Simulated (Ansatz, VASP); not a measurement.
## B3As2 in VASP and in Ansatz

```
B As
1.0
     3.18602    0.00000    0.00000
    -1.59301    2.75918    0.00000
     0.00000    0.00000    6.76656
B As
3 2
Direct
  0.00000 0.00000 0.00000
  0.33333 0.66667 0.48812
  0.66667 0.33333 0.51188
  0.33333 0.66667 0.18341
  0.66667 0.33333 0.81659
```

Change from the starting cell: species swapped into the Al3Pd2 type (P-3m1, No. 164).

Alike in both runs: functional PBE; k mesh 12 × 12 × 6; occupations gaussian, width 0.1 eV; no spin polarisation.

Ansatz relaxed the structure, and its values are those at the end. VASP's run is a single point on that final structure, the one shown.

|  | VASP | Ansatz |
| --- | --- | --- |
| version | VASP 6.6.1 | Ansatz 0.2.0 |
| potentials or method | VASP PAW PBE potentials, release 64 (B, As) | scalar-relativistic, plane waves, PAW |
| plane-wave cutoff (eV) | 520 | 420 |
| valence electrons in the cell | 19 | 39 |

Ansatz gave:

```
gap on the k mesh at the Fermi level (eV) : none
pressure (GPa)                            : 0.0
rms of the force components (eV/Å)        : 0.000
```

Question: Which values does VASP return?

Answer: gap on the k mesh at the Fermi level (eV): none; pressure (GPa): 0.4; rms of the force components (eV/Å): 0.013.

A gap of «none» marks a metal or a gap that the smearing closes. The two sets of potentials don't hold the same shells in valence.
